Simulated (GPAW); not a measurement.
A run of GPAW 26.7.0 is set up as follows.

run.py

```python
from ase import Atoms
from ase.dft.bandgap import bandgap
from ase.io import write
from ase.units import GPa
from gpaw import GPAW, PW

atoms = Atoms(['Se', 'Zn'],
              cell=[[0.0, 2.8338, 2.8338],
                    [2.8338, 0.0, 2.8338],
                    [2.8338, 2.8338, 0.0]],
              scaled_positions=[[0.75, 0.75, 0.75],
                                [0.0, 0.0, 0.0]],
              pbc=True)

calc = GPAW(mode=PW(450),
            xc='LDA',
            kpts={'size': (7, 7, 7), 'gamma': True},
            occupations={'name': 'fermi-dirac', 'width': 0.05},
            nbands=18,
            convergence={'density': 1e-05, 'energy': 1e-05},
            maxiter=80,
            txt='gpaw.txt')
atoms.calc = calc
energy = atoms.get_potential_energy()
forces = atoms.get_forces()
stress = atoms.get_stress()
calc.write('gs.gpw')
write('result.traj', atoms)
print(f'Energy: {energy:.6f} eV')
print('Forces (eV/A):')
print(forces.round(4))
print('Stress (GPa):', (stress / GPa).round(3))
print('Fermi level:', round(calc.get_fermi_level(), 4), 'eV')
print(f'Gap: {bandgap(calc)[0]:.4f} eV, direct: {bandgap(calc, direct=True)[0]:.4f} eV')
```

Potentials or basis: the program's PAW data sets (release 1.2.1) made for this functional, pw.

The run is started by

```console
$ OMP_NUM_THREADS=1 python run.py
```

(1) Estimate the pressure.

(2) What does it give for the band gap on the k mesh?

Answers

(1) -4.0 GPa.

(2) 1.04 eV, direct.

Caveat: the cutoff is short for stress and forces, so pressures can be off by a GPa or more.

**What was measured.**

“Alloy Disordering Effects on the Thermal Conductivity and Energy Gap Temperature Dependence of Cd1−xZnxSe Ternary Crystals Grown by the Bridgman Method”, 2023, pmc:10253836 reports, for a bulk crystal of ZnSe at 300 K: band gap 2.695 ± 0.003 eV (an exciton energy, a little under the gap).

Against the measured gap of ZnSe, 2.695 eV (an exciton energy, a little under the gap; 300 K; “Alloy Disordering Effects on the Thermal Conductivity and Energy Gap Temperature Dependence of Cd1−xZnxSe Ternary Crystals Grown by the Bridgman Method”, 2023, pmc:10253836), the calculated 1.04 eV is off by -1.65 eV. So large a miss can be the level of theory's own, or it may mean another phase, state or a wrong row. Spin-orbit coupling on Se is left out. The value is that of LDA, without temperature or zero-point motion. Semilocal functionals fall short of measured gaps as a rule.
